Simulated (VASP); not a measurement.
Wanted: the native input for a VASP 6.6.1 run.

```
Task                   : relaxation of cell and atoms
Functional             : PBE
Potentials or basis    : VASP PAW PBE potentials, release 64 (Ca_sv, O)
Cutoff                 : 600 eV
k mesh                 : 10 × 10 × 10
Occupations            : gaussian, width 0.03 eV
Spin                   : no spin polarisation
Further INCAR settings : ALGO = Normal; EDIFF = 1e-06; IBRION = 2; EDIFFG = -0.01; NSW = 90; ISIF = 3
```

The structure of CaO (Lime) lies in POSCAR:

```
CaO
1.0
    0.0000000000      2.4065000000      2.4065000000
    2.4065000000      0.0000000000      2.4065000000
    2.4065000000      2.4065000000      0.0000000000
Ca O
1 1
Direct
    0.0000000000      0.0000000000      0.0000000000
    0.5000000000      0.5000000000      0.5000000000
```

The input as run:

INCAR

```
PREC = Accurate ; ENCUT = 600
EDIFF = 1E-6 ; ISMEAR = 0
SIGMA = 0.03 ; LREAL = False
LASPH = True ; NELM = 80
ALGO = Normal ; ISIF = 3
LWAVE = False ; LCHARG = False
GGA = PE ; IBRION = 2
NSW = 90 ; EDIFFG = -0.01
```

KPOINTS

```
Automatic mesh
0
Gamma
  10 10 10
```

Potentials or basis: VASP PAW PBE potentials, release 64 (Ca_sv, O).

The run is started by

```sh
$ cat potpaw_PBE.64/Ca_sv/POTCAR potpaw_PBE.64/O/POTCAR > POTCAR
$ mpirun -np 1 vasp_std > vasp.out
```

It gave:

The relaxed volume is 14.15 Å³/atom and the relaxed cell is a = 3.421 Å, b = 3.421 Å, c = 3.421 Å, α = 60.00°, β = 60.00°, γ = 60.00°. The space group after relaxing (to 0.05 Å) is Fm-3m (No. 225), the energy gained by relaxing is 1.1 meV/atom and the ionic steps are 3. The pressure after relaxing is 0.0 GPa. The band gap on the k mesh is 3.64 eV, indirect (least direct gap 4.02 eV).

Wall time 26 s on 1 thread of Intel(R) Xeon(R) Platinum 8559C (Emerald Rapids) (shared host), peak memory 0.17 GiB.
